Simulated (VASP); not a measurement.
Here is a VASP 6.6.1 calculation.

File INCAR:

```
PREC     = Accurate       # precision mode
ENCUT    = 600            # plane-wave cutoff, eV
EDIFF    = 1E-6           # SCF threshold, eV
ISMEAR   = 0              # smearing method
SIGMA    = 0.03           # smearing width, eV
LREAL    = F              # projectors in reciprocal space
LASPH    = T              # aspherical terms in the spheres
NELM     = 80             # most SCF steps
ALGO     = Normal         # electronic algorithm
ISIF     = 3              # what is computed and relaxed
LWAVE    = F              # write WAVECAR
LCHARG   = F              # write CHGCAR
GGA      = PS             # functional
IBRION   = 2              # ionic algorithm
NSW      = 90             # ionic steps
EDIFFG   = -0.01          # ionic threshold
KPAR     = 8
```

Contents of KPOINTS:

```
Automatic mesh
0
Gamma
  10 10 10
```

Contents of POSCAR:

```
GaAs
1.0
    0.0000000000      2.8268500000      2.8268500000
    2.8268500000      0.0000000000      2.8268500000
    2.8268500000      2.8268500000      0.0000000000
Ga As
1 1
Direct
    0.0000000000      0.0000000000      0.0000000000
    0.2500000000      0.2500000000      0.2500000000
```

Potentials or basis: VASP PAW PBE potentials, release 64 (Ga_d, As).

Command:

```sh
$ cat potpaw_PBE.64/Ga_d/POTCAR potpaw_PBE.64/As/POTCAR > POTCAR
$ mpirun -np 8 vasp_std > vasp.out
```

Problem. Estimate the band gap on the k mesh.

Solution. 0.42 eV, direct.

Problem. What does it give for the relaxed volume?

Solution. 22.70 Å³/atom.

Problem. Estimate the relaxed cell.

Solution. a = 4.004 Å, b = 4.004 Å, c = 4.004 Å, α = 60.00°, β = 60.00°, γ = 60.00°.

The path:
```
step  energy change (eV)  largest force (eV/Å)  pressure (GPa)  volume (Å³)
   1              0.0000                0.0000            0.33        45.18
   2             -0.0002                0.0000           -0.18        45.48
   3             -0.0002                0.0000            0.01        45.40
```

Caveat: the PAW data sets were made with another functional, which shifts forces and pressure a little. A hybrid or GW would open this gap; PBEsol tends to underestimate it.
